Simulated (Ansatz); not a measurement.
Crystal: Si2Mo.

```
Mo Si
1.0
    -1.60000    1.60000    3.93050
     1.60000   -1.60000    3.93050
     1.60000    1.60000   -3.93050
Mo Si
1 2
Direct
  0.00000 0.00000 0.00000
  0.66700 0.66700 0.00000
  0.33300 0.33300 0.00000
```

* Program: Ansatz 0.2.0
* Task: relaxation of cell and atoms
* Functional: RPBE
* Dispersion: D4
* Potentials or basis: Ansatz PAW
* Cutoff: 420 eV (not typed: the program's choice for these potentials)
* k mesh: 12 × 12 × 12
* Occupations: fermi-dirac, width 0.05 eV
* Spin: no spin polarisation

At the start: volume 13.42 Å³/atom.

How do energy, volume and symmetry change on relaxing?

It ends after 5 steps and the volume is 12.97 Å³/atom (-3.3 %); space group I4/mmm (No. 139, to 0.05 Å).

Step by step:
| step | energy change (eV) | largest force (eV/Å) | volume (Å³) |
| --- | --- | --- | --- |
| 1 | 0.0000 | 0.2591 | 40.25 |
| 2 | -0.0319 | 0.0530 | 38.52 |
| 3 | -0.0349 | 0.0077 | 38.94 |
| 4 | -0.0349 | 0.0027 | 38.92 |
| 5 | -0.0346 | 0.0025 | 38.92 |

Final structure:
```xyz
3
Lattice="-1.5825 1.5825 3.8846 1.5825 -1.5825 3.8846 1.5825 1.5825 -3.8846" Properties=species:S:1:pos:R:3 pbc="T T T"
Mo    0.0000    0.0000    0.0000
Si    0.0000    0.0000    5.1723
Si    0.0000    0.0000    2.5970
```

Caveat: the plane-wave basis is chosen anew once the cell has moved, so the energies of steps on either side of that aren't comparable; the PAW data sets come from PBE, with cores solved anew for the run's functional, which leaves a small shift of forces and pressure.
